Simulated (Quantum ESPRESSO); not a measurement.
The system is W.

```xyz
1
Lattice="0.0000 2.0300 2.0300 2.0300 0.0000 2.0300 2.0300 2.0300 0.0000" Properties=species:S:1:pos:R:3 pbc="T T T"
W     0.0000    0.0000    0.0000
```

This isn't the form of W at room conditions, which is bcc.

| Property | Result |
| --- | --- |
| Program | Quantum ESPRESSO 7.5 |
| Task | single point |
| Functional | PBE |
| Potentials or basis | SSSP 1.3 efficiency PBE |
| Cutoff | 748 eV |
| Density cutoff | 5987 eV |
| k mesh | 11 × 11 × 11 |
| Occupations | fermi-dirac, width 0.05 eV |
| Spin | no spin polarisation |

On this cell: pressure -4.8 GPa; band gap on the k mesh none (metal or under the smearing width).

The same run follows on a disturbed copy (cell strained at random at fixed volume):

```xyz
1
Lattice="0.0119 2.0082 2.0319 2.0297 0.0111 2.0327 2.0541 2.0335 -0.0134" Properties=species:S:1:pos:R:3 pbc="T T T"
W     0.0111    0.0150   -0.0317
```

Q: What changes?

A: The energy (extrapolated to zero smearing) moves by -4.5 meV/atom; pressure -4.7 GPa; band gap on the k mesh none (metal or under the smearing width).

Stress tensor (GPa, compression positive):
```
-4.04  2.43 -0.76
 2.43 -6.47 -1.04
-0.76 -1.04 -3.53
```

The energy falls, though the first cell shows no forces: that form is unstable against this distortion, unless noise or another electronic state is at work.
